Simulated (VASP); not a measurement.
# Bi (R-3m) in VASP: settings compared, part 2 of 3

VASP 6.6.1.

## 4. Relaxation of cell and atoms, r2SCAN

Contents of INCAR:

```
SYSTEM = Bi
  PREC = Accurate
  ENCUT = 600
  EDIFF = 1E-6
  ISMEAR = 1
  SIGMA = 0.1
  LREAL = .FALSE.
  LASPH = .TRUE.
  NELM = 80
  ALGO = Normal
  ISIF = 3
  LWAVE = .FALSE.
  LCHARG = .FALSE.
  METAGGA = R2SCAN
  LMIXTAU = .TRUE.
  IBRION = 2
  NSW = 90
  EDIFFG = -0.01
```

Contents of KPOINTS:

```
Automatic mesh
0
G
  12 12 12
  0 0 0
```

Contents of POSCAR:

```
Bi
1.0
    2.2675000000      1.3091417354      3.9380000000
   -2.2675000000      1.3091417354      3.9380000000
    0.0000000000     -2.6182834708      3.9380000000
Bi
2
Direct
    0.2340000000      0.2340000000      0.2340000000
    0.7660000000      0.7660000000      0.7660000000
```

Potentials or basis: VASP PAW PBE potentials, release 64 (Bi_d).

Launch:

```sh
$ cat potpaw_PBE.64/Bi_d/POTCAR > POTCAR
$ mpirun -np 1 vasp_std > vasp.out
```

It took 1.6 h on 1 thread of Intel Xeon 6975P-C (Granite Rapids), shared host; peak memory 0.47 GiB.

It converged, with:

- Free energy: -117.0027 eV
- Relaxed volume: 36.67 Å³/atom
- Relaxed cell: a = 4.884 Å, b = 4.884 Å, c = 4.884 Å, α = 55.28°, β = 55.28°, γ = 55.28°
- Space group after relaxing (to 0.05 Å): R-3m (No. 166)
- Energy gained by relaxing: 7.2 meV/atom
- Ionic steps: 17
- Pressure after relaxing: 0.0 GPa
- Largest force after relaxing: 0.004 eV/Å
- Band gap on the k mesh: none (metal or under the smearing width)

Forces in eV/Å, atoms in the order of the input:
```
Bi   0.000  0.000 -0.004
Bi   0.000  0.000  0.004
```

Step by step:
| step | energy change (eV) | largest force (eV/Å) | pressure (GPa) | volume (Å³) |
| --- | --- | --- | --- | --- |
| 1 | 0.0000 | 0.0500 | 1.29 | 70.14 |
| 2 | -0.0058 | 0.1697 | -0.74 | 73.05 |
| 3 | -0.0079 | 0.0958 | -0.04 | 72.04 |
| 4 | -0.0098 | 0.0834 | -0.03 | 72.21 |
| 5 | -0.0134 | 0.0462 | 0.03 | 72.72 |
| 6 | -0.0126 | 0.0484 | 0.25 | 73.68 |
| 7 | -0.0143 | 0.0053 | 0.10 | 73.15 |
| 8 | -0.0143 | 0.0084 | 0.11 | 73.12 |
| 9 | -0.0142 | 0.0336 | -0.39 | 73.70 |
| 10 | -0.0144 | 0.0124 | 0.03 | 73.27 |
| 11 | -0.0144 | 0.0139 | 0.07 | 73.31 |
| 12 | -0.0144 | 0.0196 | 0.00 | 73.51 |
| 13 | -0.0143 | 0.0233 | -0.06 | 73.57 |
| 14 | -0.0143 | 0.0228 | -0.16 | 73.53 |
| 15 | -0.0144 | 0.0223 | -0.13 | 73.51 |
| 16 | -0.0141 | 0.0348 | 0.27 | 73.00 |
| 17 | -0.0144 | 0.0044 | 0.01 | 73.35 |

Final structure:
```
Bi
1.0
     2.26585    1.30819    4.12424
    -2.26585    1.30819    4.12424
     0.00000   -2.61638    4.12424
Bi
2
Direct
  0.23174 0.23174 0.23174
  0.76826 0.76826 0.76826
```

Levels at points of the mesh, in eV from the Fermi level:
```
           k point  band 11  band 12  band 13  band 14  band 15  band 16  band 17  band 18  band 19
(0.00, 0.00, 0.00)   -13.51    -7.81    -1.76    -1.22    -1.22     2.34     2.91     2.91     6.13
(0.50, 0.00, 0.00)   -11.59   -10.79    -1.78    -1.45    -0.37    -0.08     0.64     1.33     7.58
(0.50, 0.50, 0.00)   -11.68    -9.86    -4.66    -3.12    -2.87     2.53     4.86     5.70     6.61
(0.50, 0.50, 0.50)   -12.49   -10.08    -0.76    -0.68    -0.68     0.97     0.97     0.99     7.10
```

Caveat: the PAW data sets were made with another functional, which shifts forces and pressure a little; spin-orbit coupling is left out, which moves the levels of the heavy elements.

## 5. Relaxation of cell and atoms, r2SCAN

This run uses another cell than the first one, of 36.67 Å³/atom, 1.046 times its volume.

INCAR, as its differences from that of step 4:

```diff
@@ -3,3 +3,3 @@
   ENCUT = 600
-  EDIFF = 1E-6
+  EDIFF = 1E-7
   ISMEAR = 1
@@ -17,2 +17,2 @@
   NSW = 90
-  EDIFFG = -0.01
+  EDIFFG = -0.005
```

KPOINTS is that of step 4.

Contents of POSCAR:

```
Bi                                      
1.0
    2.2658517892      1.3081901405      4.1242443290
   -2.2658517892      1.3081901405      4.1242443290
   -0.0000000000     -2.6163802809      4.1242443290
  Bi            
     2
Direct
     0.2317437770280087    0.2317437770280087    0.2317437770280087
     0.7682562229719916    0.7682562229719916    0.7682562229719916
```

Potentials or basis: VASP PAW PBE potentials, release 64 (Bi_d).

Launch:

```sh
$ cat potpaw_PBE.64/Bi_d/POTCAR > POTCAR
$ mpirun -np 1 vasp_std > vasp.out
```

OUTCAR:

```text
SYSTEM = Bi
   PREC = Accurate
   ENCUT = 600
   EDIFF = 1E-7
   ISMEAR = 1
   LREAL = .FALSE.
   LASPH = .TRUE.
   NELM = 80
   ISIF = 3
   METAGGA = R2SCAN
   IBRION = 2
   NSW = 90
   EDIFFG = -0.005

 ion  position               nearest neighbor table
   1  0.232  0.232  0.232-   2 3.07   2 3.07   2 3.07   2 3.63   2 3.63   2 3.63
   2  0.768  0.768  0.768-   1 3.07   1 3.07   1 3.07   1 3.63   1 3.63   1 3.63

  LATTYP: Found a trigonal (rhomboedric) cell.
 ALAT       =     4.8841413841
 COS(alpha) =     0.5695561183

  Lattice vectors:

 A1 = (   2.2658517892,   1.3081901405,   4.1242443290)
 A2 = (  -2.2658517892,   1.3081901405,   4.1242443290)
 A3 = (   0.0000000000,  -2.6163802809,   4.1242443290)

Analysis of symmetry for initial positions (statically):
=====================================================================
 Subroutine PRICEL returns:
 Original cell was already a primitive cell.

 Routine SETGRP: Setting up the symmetry group for a
 trigonal (rhombohedral) supercell.

 Subroutine GETGRP returns: Found 12 space group operations
 (whereof 12 operations were pure point group operations)
 out of a pool of 12 trial point group operations.

The static configuration has the point symmetry D_3d.

Analysis of symmetry for dynamics (positions and initial velocities):
=====================================================================
 Subroutine PRICEL returns:
 Original cell was already a primitive cell.

 Routine SETGRP: Setting up the symmetry group for a
 trigonal (rhombohedral) supercell.

 Subroutine GETGRP returns: Found 12 space group operations
 (whereof 12 operations were pure point group operations)
 out of a pool of 12 trial point group operations.

The dynamic configuration has the point symmetry D_3d.

 Subroutine INISYM returns: Found 12 space group operations
 (whereof 12 operations are pure point group operations),
 and found     1 'primitive' translations
[... 123 lines left out ...]
   IVDW    =     0    specifies the selected vdW correction
   LEPSILON=     F    determine dielectric tensor
   LRPA    =     F    only Hartree local field effects (RPA)
 conjugate gradient relaxation of ions
 non-spin polarized calculation
 Methfessel and Paxton  Order N= 1 SIGMA  =   0.10
  energy-cutoff  :      600.00
  volume of cell :       73.35
 maximum number of plane-waves:      2466
   NGX = 19   NGY = 19   NGZ = 19

--------------------------------------- Ionic step        1  -------------------------------------------

 number of electron      29.9999999 magnetization

 Free energy of the ion-electron system (eV)
  ---------------------------------------------------
  ext. energy  EPLUGINS =         0.00000000
  ---------------------------------------------------
  free energy    TOTEN  =      -117.00351907 eV

  energy without entropy =     -117.00369519  energy(sigma->0) =     -117.00357778

------------------------ aborting loop because EDIFF is reached ----------------------------------------

  FORCE on cell =-STRESS in cart. coord.  units (eV):
  Direction    XX          YY          ZZ          XY          YZ          ZX
  --------------------------------------------------------------------------------------
  -------------------------------------------------------------------------------------
  Total        0.0132896      0.0132896      0.0072553      0.0000000      0.0000000      0.0000000
  in kB        0.2902860      0.2902860      0.1584785      0.0000000      0.0000000      0.0000000
  external PRESSURE =       0.2463502 kB  Pullay stress =       0.0000000 kB
[... 131 lines left out ...]
--------------------------------------- Ionic step        5  -------------------------------------------

 number of electron      29.9999999 magnetization

 Free energy of the ion-electron system (eV)
  ---------------------------------------------------
  ext. energy  EPLUGINS =         0.00000000
  ---------------------------------------------------
  free energy    TOTEN  =      -117.00352251 eV

  energy without entropy =     -117.00369921  energy(sigma->0) =     -117.00358141

 E-fermi :   5.8211     XC(G=0):  -9.9691

 val. band max:        5.8157395480   @ k =   0.4167   0.0833   0.0833
 cond. band min:       5.8340395245   @ k =   0.4167   0.2500   0.2500
 fundamental gap:      0.0182999764
 Fermi energy:         5.8211426622

 k-point     1 :       0.0000    0.0000    0.0000
  band No.  band energies     occupation
      1     -17.7913      2.00000
      2     -17.7913      2.00000
      3     -17.6369      2.00000
      4     -17.6369      2.00000
      5     -17.6154      2.00000
      6     -17.4446      2.00000
[... 505 lines left out ...]
      6     -17.5313      2.00000
[... 11 lines left out ...]
     18       9.1121      0.00000
     19      12.8107      0.00000

 [... further k-points ...]

------------------------ aborting loop because EDIFF is reached ----------------------------------------

  FORCE on cell =-STRESS in cart. coord.  units (eV):
  Direction    XX          YY          ZZ          XY          YZ          ZX
  --------------------------------------------------------------------------------------
  -------------------------------------------------------------------------------------
  Total        0.0067029      0.0067029      0.0035047      0.0000000      0.0000000      0.0000000
  in kB        0.1463652      0.1463652      0.0765295      0.0000000      0.0000000      0.0000000
  external PRESSURE =       0.1230866 kB  Pullay stress =       0.0000000 kB
[... 17 lines left out ...]
  FREE ENERGIE OF THE ION-ELECTRON SYSTEM (eV)
  ---------------------------------------------------
  free  energy   TOTEN  =      -117.0035225067 eV

  energy  without entropy=     -117.0036992135  energy(sigma->0) =     -117.00358141

 reached required accuracy - stopping structural energy minimisation
```

OSZICAR:

```text
N       E                     dE             d eps       ncg     rms          rms(c)
DAV:   1     0.200832911037E+03    0.20083E+03   -0.18237E+04  7182   0.211E+03
DAV:   2    -0.975752786241E+02   -0.29841E+03   -0.29395E+03  7197   0.491E+02
DAV:   3    -0.122876910902E+03   -0.25302E+02   -0.24863E+02  8303   0.166E+02
[... 47 lines left out ...]
DAV:   3    -0.117003520443E+03    0.61723E-05   -0.28696E-05  9201   0.797E-02    0.142E-03
DAV:   4    -0.117003521542E+03   -0.10990E-05   -0.37052E-06  7191   0.157E-02    0.936E-04
DAV:   5    -0.117003522092E+03   -0.55035E-06   -0.18058E-07  5694   0.361E-03    0.758E-04
DAV:   6    -0.117003522376E+03   -0.28333E-06   -0.15359E-07  5347   0.512E-03    0.427E-04
DAV:   7    -0.117003522508E+03   -0.13254E-06   -0.65920E-08  3892   0.261E-03    0.824E-05
DAV:   8    -0.117003522507E+03    0.16621E-08   -0.10731E-08  3591   0.121E-03
   5 F= -.11700352E+03 E0= -.11700358E+03  d E =-.343318E-05
```

CONTCAR:

```text
Bi
   1.00000000000000
     2.2661349897767238    1.3083536464292231    4.1245257466085521
    -2.2661349897767238    1.3083536464292231    4.1245257466085521
     0.0000000000000000   -2.6167072927584272    4.1245257466085494
  Bi
     2
Direct
     0.2317376974745960    0.2317376974745960    0.2317376974745960
     0.7682623025254040    0.7682623025254040    0.7682623025254040

  0.00000000E+00  0.00000000E+00  0.00000000E+00
  0.00000000E+00  0.00000000E+00  0.00000000E+00
```

It took 27 min on 1 thread of Intel Xeon 6975P-C (Granite Rapids), shared host; peak memory 0.47 GiB.

What came out:

```yaml
Free_energy: -117.0035 eV
Relaxed_volume: 36.69 Å³/atom
Relaxed_cell: a = 4.885 Å, b = 4.885 Å, c = 4.885 Å, α = 55.28°, β = 55.28°, γ = 55.28°
Space_group_after_relaxing_to_0.05_Å: R-3m (No. 166)
Energy_gained_by_relaxing: 0.0 meV/atom
Ionic_steps: 5
Pressure_after_relaxing: 0.0 GPa
Largest_force_after_relaxing: 0.005 eV/Å
Band_gap_on_the_k_mesh: none (metal or under the smearing width)
```

Forces in eV/Å, atoms in the order of the input:
```
Bi   0.000  0.000 -0.005
Bi   0.000  0.000  0.005
```

Final structure:
```xyz
2
Lattice="2.2661 1.3084 4.1245 -2.2661 1.3084 4.1245 0.0000 -2.6167 4.1245" Properties=species:S:1:pos:R:3 pbc="T T T"
Bi    0.0000    0.0000    2.8674
Bi    0.0000    0.0000    9.5062
```

Levels at points of the mesh, in eV from the Fermi level:
```tsv
k point	band 12	band 13	band 14	band 15	band 16	band 17	band 18	band 19
(0.00, 0.00, 0.00)	-7.82	-1.75	-1.22	-1.22	2.34	2.91	2.91	6.13
(0.50, 0.00, 0.00)	-10.79	-1.78	-1.45	-0.37	-0.08	0.65	1.33	7.58
(0.50, 0.50, 0.00)	-9.86	-4.66	-3.12	-2.87	2.53	4.86	5.70	6.60
(0.50, 0.50, 0.50)	-10.08	-0.76	-0.68	-0.68	0.97	0.97	0.99	7.10
```

Caveat: the PAW data sets were made with another functional, which shifts forces and pressure a little; spin-orbit coupling is left out, which moves the levels of the heavy elements.

[end of part 2 of 3]
